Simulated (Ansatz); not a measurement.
# Rh (Fm-3m) in Ansatz: settings compared

The runs below take Rh through projected density of states, with LDA, PBE, PBEsol.

All numbers are computed with Ansatz 0.2.0; they aren't measurements. Logs are shortened: lines on timing, memory, paths and dates and some standing lists are left out, and cuts for length are marked.

## Step 1: The crystal as given

Symmetry: Fm-3m, No. 225, cubic system. The conventional cell has a = 3.796 Å, b = 3.796 Å, c = 3.796 Å, α = 90.00°, β = 90.00°, γ = 90.00°. Around Rh (site symmetry m-3m) lie 12 Rh at 2.68 Å.

## Step 2: Projected density of states, LDA

The input, input.yaml:

```yaml
crystal:
  lattice:
    - [0.0, 1.89785, 1.89785]
    - [1.89785, 0.0, 1.89785]
    - [1.89785, 1.89785, 0.0]
  atoms:
    - { symbol: Rh, position: [0.0, 0.0, 0.0] }
hamiltonian:
  xc: lda
  pseudopotentials: { kind: paw }
kpoints:
  mp_grid: { grid: [7, 7, 7] }
scf:
  occupations: { method: fermi_dirac, width: 0.05 }
  n_extra_bands: 6
output:
  forces: true
  stress: true
  eigenvalues: true
  dos: { projected: true, de: 0.05, nscf_kmesh: { grid: [11, 11, 11] } }
```

Potentials or basis: Ansatz PAW.

The run is started by

```sh
$ ansatz run input.yaml --threads 2 --pin off --max-ram 5632MiB --backend cpu --events-out ev --progress --plain --runs-dir out
```

The log of the run:

```text
Warning: RAYON_NUM_THREADS=2 ignored (pool sized by the plan → 2); use --threads N
scf.n_extra_bands = 6 over 9 filled bands (N_el = 17.0): the run solves 15 bands
Engine: ansatz 0.2.0, aarch64-unknown-linux-gnu
Pseudopotentials: kind: paw
Pseudopotential: Rh, paw, valence charge 17, recommended cutoff 420 eV (normal), Rh.paw.azcp
Functional definition: SPW92
  exchange = slater_x
  correlation = pw_c
Crystal: 1 atoms, lattice volume = 13.671 Å³
Basis set: ecut = 420 eV, 283 PW (Γ)
Bands: 15, of which v1, the nominal top of the filled ones, is band 9 counted from 1 (8 counted from 0)
Symmetry: 48 space group operations
Space group: Fm-3m (ITA 225), of the structure as read, at distance tolerance 2.4e-5 Å
k-points: 20 of 343
Non-local potential: Rh, projectors of the file, l = 0: 3, l = 1: 2, l = 2: 2, l = 3: 1
PAW form: soft (Blöchl's): semilocal exchange-correlation on the pseudo side does not see the compensation charge
PAW frozen core: Rh, regenerated for the run's functional, and the local potential with it (the file was generated under x = pbe(κ = 0.804, μ = 0.2195149727645171), c = pbe(β = 0.06672455060314922))
PAW one-centre angular grid: Rh, 590 points (default); XC on 64 Gauss nodes
Initial density: superposition of atomic densities (neutral atoms: chi_scale 0, normalization atom), corrected by the library's trained network
Initial wavefunctions: pseudopotential atomic-orbital guess
Functional: x = slater, c = lda
SCF iter   1: F=—  HF=-6278.705435 eV  |F-HF|=—  |Δ(HF+E_count)|=         —  Δρ=1.35e-2  dr2=1.56e-2  ethr=1.77e-3  ⟨swp⟩=5.2  Hψ=1604  notcnv=0  defer=2
preconditioner: auto → none  [insulator: Δε(μ)=0.141 eV  Ē_g=18.106 eV  σ=0.050 eV  W_gap=0.53  n_scr=0 (ndim 8)  ℏωp=30.1 eV  f_vac=0.000  D(μ)=0.61/eV (n_scr^D=0)  ε∞_Penn≈3.8]
SCF iter   2: F=—  HF=-6278.701265 eV  |F-HF|=—  |Δ(HF+E_count)|=   4.17e-3  Δρ=6.29e-3  dr2=2.43e-3  ethr=9.16e-5  ⟨swp⟩=2.6  Hψ=638  notcnv=0  defer=28
SCF iter   3: F=—  HF=-6278.700659 eV  |F-HF|=—  |Δ(HF+E_count)|=   6.07e-4  Δρ=2.99e-3  dr2=2.05e-4  ethr=1.43e-5  ⟨swp⟩=2.5  Hψ=407  notcnv=0  defer=28
SCF iter   4: F=—  HF=-6278.700619 eV  |F-HF|=—  |Δ(HF+E_count)|=   3.98e-5  Δρ=2.69e-4  dr2=6.93e-6  ethr=1.21e-6  ⟨swp⟩=1.9  Hψ=310  notcnv=0  defer=28
SCF iter   5: F=—  HF=-6278.700616 eV  |F-HF|=—  |Δ(HF+E_count)|=   2.56e-6  Δρ=5.73e-5  dr2=2.00e-7  ethr=4.08e-8  ⟨swp⟩=2.3  Hψ=368  notcnv=0  defer=28
SCF iter   6: F=-6278.700616 eV  HF=-6278.700616 eV  |F-HF|=1.75e-10  |Δ(HF+E_count)|=   2.30e-8  Δρ=3.82e-6  dr2=6.75e-10  ethr=5.88e-10  ⟨swp⟩=7.8  Hψ=1219  notcnv=0
SCF 1 converged in 6 iterations: F = -6278.700616 eV  dr2 = 6.75e-10
NSCF: frozen V_eff on 56 k-points
SCF converged after 6 iterations
Free energy (F): -6278.700616 eV
Harris-Foulkes:  -6278.700616 eV  (|F-HF|=1.75e-10)
Internal energy: -6278.693979 eV  (E = F + TS)
E sigma→0 (E₀):  -6278.697298 eV
Entropy (-TS):   -0.006637 eV (-6.637 meV/atom)
Fermi energy:    22.253832 eV
--- Per-component energies (eV) ---
  E_band       = -88.237256
  E_kinetic    = 573.280728
  E_local      = -1560.203622  (includes V_loc(G=0)·N_el)
  E_nonlocal   = 359.923244
  E_hartree    = 545.420709
  E_xc         = -220.716166
  E_vxc        = -278.289506  (∫ρ·V_xc dr)
  E_paw        = -3463.665890  (= ΣΔE_a)
  E_vpaw       = -273.789586  (= ΣTr[D̂ρ^β])
  E_aug_tail   = 0.000735  (compensation charges beyond the density's cutoff)
  E_ewald      = -2513.356200
  E_core_change = 0.622482  (= ΣΔE_core)
  E_smearing   = -0.006637  (= −TS)
  E_closure    = 0.000000  (closes the sum)
  Σ components = -6278.700616   (vs F -6278.700616, Δ=0.00e0)
--- Forces (eV/Å), atoms counted from 1 ---
  atom   1  Rh     0.00000000    -0.00000000    -0.00000000
  max |Σ_I F_I| component: 2.47e-31 eV/Å
--- Stress (GPa, compression-positive) ---
      -11.118498      -0.000000       0.000000
        0.000000     -11.118498       0.000000
       -0.000000      -0.000000     -11.118498
  P = ⅓ Tr σ = -11.1185 GPa (-111.185 kbar)
--- Band table (eV; the first three rows and the last of 20) ---
  k-point 0: bands = ["-56.5585", "-24.0751", "-24.0751", "-24.0751", "14.1312", "19.0669", "19.0669", "19.0669", "21.2166", "21.2166", "38.0034", "43.3222", "43.3222", "43.3222", "49.3993"]
  k-point 1: bands = ["-56.5367", "-24.2210", "-24.0949", "-24.0949", "14.9074", "18.7853", "19.3349", "19.3349", "21.1054", "21.1054", "39.0174", "40.4223", "44.4783", "44.4783", "49.8563"]
  k-point 2: bands = ["-56.4875", "-24.5420", "-24.1391", "-24.1391", "16.1020", "19.3438", "19.3820", "19.3820", "21.6083", "21.6083", "36.1455", "39.3327", "46.4818", "46.4818", "48.0054"]
  k-point 19: bands = ["-56.4065", "-24.6009", "-24.5553", "-24.3216", "17.1466", "17.8481", "18.9517", "21.0741", "22.8619", "30.5964", "31.3958", "34.0576", "36.7341", "45.5520", "48.5652"]
```

Wall time 0.71 s (2 threads of Arm Neoverse V1, shared host); peak memory 0.24 GiB.

What came out:

- Free energy: -6278.7006 eV
- Pressure: -11.1 GPa
- Band gap on the k mesh: none (metal or under the smearing width)
- Density of states at the Fermi level: 1.44 states/eV per cell

States per cell in windows of 1 eV (zero at the Fermi level; states under -8 eV left out):
| from (eV) | total | Rh 4d | Rh 5s |
| --- | --- | --- | --- |
| -8.0 | 0.05 | 0.00 | 0.04 |
| -7.0 | 0.23 | 0.10 | 0.12 |
| -6.0 | 1.69 | 1.41 | 0.26 |
| -5.0 | 1.28 | 1.21 | 0.06 |
| -4.0 | 1.36 | 1.26 | 0.07 |
| -3.0 | 1.78 | 1.65 | 0.09 |
| -2.0 | 1.43 | 1.34 | 0.06 |
| -1.0 | 1.20 | 1.15 | 0.03 |
| 0.0 | 1.48 | 1.41 | 0.06 |
| 1.0 | 0.23 | 0.13 | 0.08 |
| 2.0 | 0.24 | 0.09 | 0.10 |
| 3.0 | 0.25 | 0.07 | 0.11 |
| 4.0 | 0.24 | 0.04 | 0.10 |
| 5.0 | 0.22 | 0.03 | 0.08 |
| 6.0 | 0.18 | 0.01 | 0.06 |
| 7.0 | 0.11 | 0.01 | 0.03 |

Caveat: the k mesh is coarse (spacing up to 0.41 Å⁻¹), so the values aren't converged; the PAW data sets come from PBE, with cores solved anew for the run's functional, which leaves a small shift of forces and pressure; the density of states is complete only up to the lowest level of the last band computed.

## Step 3: Projected density of states, PBE

Edit input.yaml of step 2 so:

```diff
@@ -8,3 +8,3 @@
 hamiltonian:
-  xc: lda
+  xc: pbe
   pseudopotentials: { kind: paw }
```

Potentials or basis: Ansatz PAW.

The run is started by

```sh
$ ansatz run input.yaml --threads 2 --pin off --max-ram 5632MiB --backend cpu --events-out ev --progress --plain --runs-dir out
```

Wall time 0.69 s (2 threads of Arm Neoverse V1, shared host); peak memory 0.24 GiB.

The run converged. Its results:

```
Free energy                          : -6402.9462 eV
Pressure                             : 6.2 GPa
Band gap on the k mesh               : none (metal or under the smearing width)
Density of states at the Fermi level : 1.45 states/eV per cell
```

Levels at points of the mesh, in eV from the Fermi level:
```csv
k point,band 5,band 6,band 7,band 8,band 9,band 10,band 11,band 12
"(0.00, 0.00, 0.00)",-8.04,-3.16,-3.16,-3.16,-1.05,-1.05,15.76,21.13
```

States per cell in windows of 0.5 eV (zero at the Fermi level; states under -8 eV left out):
| from (eV) | total | Rh 4d | Rh 5s |
| --- | --- | --- | --- |
| -8.0 | 0.01 | 0.00 | 0.01 |
| -7.5 | 0.03 | 0.00 | 0.03 |
| -7.0 | 0.04 | 0.00 | 0.04 |
| -6.5 | 0.10 | 0.04 | 0.06 |
| -6.0 | 0.56 | 0.43 | 0.13 |
| -5.5 | 1.01 | 0.86 | 0.14 |
| -5.0 | 0.74 | 0.68 | 0.05 |
| -4.5 | 0.61 | 0.58 | 0.02 |
| -4.0 | 0.57 | 0.55 | 0.02 |
| -3.5 | 0.71 | 0.66 | 0.04 |
| -3.0 | 1.20 | 1.11 | 0.07 |
| -2.5 | 0.63 | 0.59 | 0.03 |
| -2.0 | 0.67 | 0.62 | 0.03 |
| -1.5 | 0.78 | 0.74 | 0.03 |
| -1.0 | 0.62 | 0.59 | 0.02 |
| -0.5 | 0.58 | 0.56 | 0.02 |
| 0.0 | 0.84 | 0.81 | 0.03 |
| 0.5 | 0.76 | 0.72 | 0.03 |
| 1.0 | 0.11 | 0.07 | 0.03 |
| 1.5 | 0.12 | 0.06 | 0.04 |
| 2.0 | 0.12 | 0.05 | 0.05 |
| 2.5 | 0.12 | 0.04 | 0.05 |
| 3.0 | 0.13 | 0.04 | 0.05 |
| 3.5 | 0.13 | 0.03 | 0.06 |
| 4.0 | 0.12 | 0.02 | 0.05 |
| 4.5 | 0.12 | 0.02 | 0.05 |
| 5.0 | 0.12 | 0.02 | 0.04 |
| 5.5 | 0.11 | 0.01 | 0.04 |
| 6.0 | 0.10 | 0.01 | 0.03 |
| 6.5 | 0.09 | 0.01 | 0.03 |
| 7.0 | 0.07 | 0.00 | 0.02 |
| 7.5 | 0.05 | 0.00 | 0.01 |

Caveat: the k mesh is coarse (spacing up to 0.41 Å⁻¹), so the values aren't converged; the density of states is complete only up to the lowest level of the last band computed.

## Step 4: Projected density of states, PBEsol

Edit input.yaml of step 3 so:

```diff
@@ -8,3 +8,3 @@
 hamiltonian:
-  xc: pbe
+  xc: pbesol
   pseudopotentials: { kind: paw }
@@ -20 +20,5 @@
   dos: { projected: true, de: 0.05, nscf_kmesh: { grid: [11, 11, 11] } }
+  write_density: true
+  write_potential: true
+  elf: true
+  volumetric_format: npy
```

Potentials or basis: Ansatz PAW.

The run is started by

```sh
$ ansatz run input.yaml --threads 2 --pin off --max-ram 5632MiB --backend cpu --events-out ev --progress --plain --runs-dir out
```

The log of the run:

```text
Warning: RAYON_NUM_THREADS=2 ignored (pool sized by the plan → 2); use --threads N
scf.n_extra_bands = 6 over 9 filled bands (N_el = 17.0): the run solves 15 bands
[... 3 set-up lines as earlier in the session ...]
Functional definition: PBEsol
  exchange = pbesol_x
  correlation = pbesol_c
Crystal: 1 atoms, lattice volume = 13.671 Å³
Basis set: ecut = 420 eV, 283 PW (Γ), exchange–correlation on 36×36×36 points (8 copies of the dense FFT grid, shifted against one another)
Bands: 15, of which v1, the nominal top of the filled ones, is band 9 counted from 1 (8 counted from 0)
[... 2 set-up lines as earlier in the session ...]
k-points: 20 of 343
[... 6 set-up lines as earlier in the session ...]
Functional: x = pbesol(κ = 0.804, μ = 0.12345679012345678), c = pbesol(β = 0.046)
SCF iter   1: F=—  HF=-6338.815673 eV  |F-HF|=—  |Δ(HF+E_count)|=         —  Δρ=1.31e-2  dr2=1.74e-2  ethr=1.77e-3  ⟨swp⟩=5.4  Hψ=1615  notcnv=0  defer=3
preconditioner: auto → none  [insulator: Δε(μ)=0.139 eV  Ē_g=18.101 eV  σ=0.050 eV  W_gap=0.52  n_scr=0 (ndim 8)  ℏωp=30.1 eV  f_vac=0.000  D(μ)=0.59/eV (n_scr^D=0)  ε∞_Penn≈3.8]
SCF iter   2: F=—  HF=-6338.810804 eV  |F-HF|=—  |Δ(HF+E_count)|=   4.87e-3  Δρ=5.39e-3  dr2=2.07e-3  ethr=1.02e-4  ⟨swp⟩=2.7  Hψ=674  notcnv=0  defer=28
SCF iter   3: F=—  HF=-6338.810230 eV  |F-HF|=—  |Δ(HF+E_count)|=   5.74e-4  Δρ=2.20e-3  dr2=1.07e-4  ethr=1.22e-5  ⟨swp⟩=2.5  Hψ=406  notcnv=0  defer=28
SCF iter   4: F=—  HF=-6338.810208 eV  |F-HF|=—  |Δ(HF+E_count)|=   2.21e-5  Δρ=2.56e-4  dr2=6.54e-6  ethr=6.28e-7  ⟨swp⟩=2.0  Hψ=432  notcnv=0  defer=28
SCF iter   5: F=—  HF=-6338.810210 eV  |F-HF|=—  |Δ(HF+E_count)|=   1.81e-6  Δρ=9.74e-5  dr2=8.32e-7  ethr=3.85e-8  ⟨swp⟩=1.5  Hψ=318  notcnv=0  defer=28
SCF iter   6: F=-6338.810210 eV  HF=-6338.810210 eV  |F-HF|=1.46e-10  |Δ(HF+E_count)|=   1.90e-7  Δρ=4.99e-6  dr2=8.07e-10  ethr=5.88e-10  ⟨swp⟩=9.5  Hψ=1767  notcnv=0
SCF 1 converged in 6 iterations: F = -6338.810210 eV  dr2 = 8.07e-10
NSCF: frozen V_eff on 56 k-points
SCF converged after 6 iterations
Free energy (F): -6338.810210 eV
Harris-Foulkes:  -6338.810210 eV  (|F-HF|=1.46e-10)
Internal energy: -6338.804000 eV  (E = F + TS)
E sigma→0 (E₀):  -6338.807105 eV
Entropy (-TS):   -0.006210 eV (-6.210 meV/atom)
Fermi energy:    22.421916 eV
--- Per-component energies (eV) ---
  E_band       = -85.716298
  E_kinetic    = 573.051265
  E_local      = -1555.554963  (includes V_loc(G=0)·N_el)
  E_nonlocal   = 356.003176
  E_hartree    = 545.112151
  E_xc         = -220.667921
  E_vxc        = -278.039791  (∫ρ·V_xc dr)
  E_paw        = -3523.668505  (= ΣΔE_a)
  E_vpaw       = -271.401968  (= ΣTr[D̂ρ^β])
  E_aug_tail   = 0.000799  (compensation charges beyond the density's cutoff)
  E_ewald      = -2513.356200
  E_core_change = 0.276200  (= ΣΔE_core)
  E_smearing   = -0.006210  (= −TS)
  E_closure    = -0.000000  (closes the sum)
  Σ components = -6338.810210   (vs F -6338.810210, Δ=0.00e0)
--- Forces (eV/Å), atoms counted from 1 ---
  atom   1  Rh     0.00000000     0.00000000     0.00000000
  max |Σ_I F_I| component: 4.52e-32 eV/Å
--- Stress (GPa, compression-positive) ---
       -4.968252       0.000000      -0.000000
       -0.000000      -4.968252       0.000000
        0.000000      -0.000000      -4.968252
  P = ⅓ Tr σ = -4.9683 GPa (-49.683 kbar)
--- Band table (eV; the first three rows and the last of 20) ---
  k-point 0: bands = ["-56.4693", "-23.9462", "-23.9462", "-23.9462", "14.3074", "19.2515", "19.2515", "19.2515", "21.3888", "21.3888", "38.1236", "43.4894", "43.4894", "43.4894", "49.4418"]
  k-point 1: bands = ["-56.4476", "-24.0916", "-23.9659", "-23.9659", "15.0831", "18.9672", "19.5188", "19.5188", "21.2777", "21.2777", "39.1365", "40.5637", "44.6431", "44.6431", "50.0260"]
  k-point 2: bands = ["-56.3985", "-24.4116", "-24.0099", "-24.0099", "16.2808", "19.5141", "19.5619", "19.5619", "21.7823", "21.7823", "36.3065", "39.4530", "46.6854", "46.6854", "48.1578"]
  k-point 19: bands = ["-56.3177", "-24.4703", "-24.4248", "-24.1918", "17.3107", "18.0199", "19.1257", "21.2452", "23.0387", "30.7853", "31.5669", "34.2535", "36.8920", "45.7012", "48.7253"]
```

dos.tsv:

```text
# E-E_F[eV]	g_bin_mean(E)[states/eV]	N(E)
# format = ansatz-dos/2
# fermi_ev = 22.362446
# fermi_mp_grid = 11 11 11
# fermi_mp_shift = 0 0 0
# nscf_kmesh_grid = 11 11 11
# nscf_kmesh_shift = 0 0 0
# tetrahedron_fermi_ev = 22.380176
# g_bin_mean(E): the states in a bin one row spacing wide, centred on E, divided by that spacing. States that the method places at a single energy (under output.dos.method: tetrahedron, those of a tetrahedron whose four corners have one energy) are counted whole in the row whose bin holds that energy (on the edge of two bins, in the lower row). The sum of g_bin_mean over a run of rows, times the row spacing, is the number of states from half a spacing under the first of them to half a spacing over the last (a plain sum, not the trapezoid rule).
-79.331795	0.000000e0	0.000000e0
-79.281795	0.000000e0	0.000000e0
-79.231795	0.000000e0	0.000000e0
-79.181795	0.000000e0	0.000000e0
-79.131795	0.000000e0	0.000000e0
-79.081795	0.000000e0	0.000000e0
[... 2181 lines left out ...]
30.018205	0.000000e0	3.000000e1
30.068205	0.000000e0	3.000000e1
```

pdos.tsv:

```text
# format = ansatz-pdos/7
# g_bin_mean(E): the states in a bin one row spacing wide, centred on E, divided by that spacing. States that the method places at a single energy (under output.dos.method: tetrahedron, those of a tetrahedron whose four corners have one energy) are counted whole in the row whose bin holds that energy (on the edge of two bins, in the lower row). The sum of g_bin_mean over a run of rows, times the row spacing, is the number of states from half a spacing under the first of them to half a spacing over the last (a plain sum, not the trapezoid rule).
[... 6225 lines left out ...]
11.568205	2.289872e-4	7.632906e-5	7.632906e-5	7.632906e-5
11.618205	2.247051e-4	7.490171e-5	7.490171e-5	7.490171e-5
11.668205	2.204002e-4	7.346672e-5	7.3466
```

It took 0.78 s on 2 threads of Arm Neoverse V1, shared host; peak memory 0.25 GiB.

Results:

* Free energy: -6338.8102 eV
* Pressure: -5.0 GPa
* Band gap on the k mesh: none (metal or under the smearing width)
* Density of states at the Fermi level: 1.49 states/eV per cell

Levels at points of the mesh, in eV from the Fermi level:
| k point | band 4 | band 5 | band 6 | band 7 | band 8 | band 9 | band 10 | band 11 | band 12 | band 13 |
| --- | --- | --- | --- | --- | --- | --- | --- | --- | --- | --- |
| (0.00, 0.00, 0.00) | -46.37 | -8.11 | -3.17 | -3.17 | -3.17 | -1.03 | -1.03 | 15.70 | 21.07 | 21.07 |

States per cell in windows of 1 eV (zero at the Fermi level; states under -8 eV left out):
```csv
from (eV),total,Rh 4d,Rh 5s
-8.0,0.05,0.00,0.05
-7.0,0.24,0.11,0.13
-6.0,1.71,1.43,0.26
-5.0,1.28,1.20,0.06
-4.0,1.36,1.27,0.07
-3.0,1.77,1.64,0.09
-2.0,1.43,1.34,0.06
-1.0,1.20,1.15,0.03
0.0,1.46,1.39,0.06
1.0,0.23,0.13,0.08
2.0,0.24,0.09,0.10
3.0,0.25,0.07,0.11
4.0,0.24,0.04,0.10
5.0,0.22,0.03,0.08
6.0,0.18,0.01,0.05
7.0,0.11,0.01,0.03
```

Caveat: the k mesh is coarse (spacing up to 0.41 Å⁻¹), so the values aren't converged; the PAW data sets come from PBE, with cores solved anew for the run's functional, which leaves a small shift of forces and pressure; the density of states is complete only up to the lowest level of the last band computed.

## Step 5: Overview

```tsv
level	gap on the mesh (eV)	pressure (GPa)
LDA	none	-11.1
PBE	none	6.2
PBEsol	none	-5.0
```

Alike in all rows: task projected density of states; potentials or basis Ansatz PAW; no spin polarisation; cell as given; k mesh 7 × 7 × 7; cutoff (eV) 420; smearing fermi-dirac 0.05 eV; the mesh is coarse, so values aren't converged.

Caveats: all runs use coarse meshes; the density of states is complete only up to the lowest level of the last band computed; the PAW data sets come from PBE, with cores solved anew for the run's functional, which leaves a small shift of forces and pressure (some runs).

Total energies depend on the potentials used, so only differences within one code and one set of settings carry meaning.
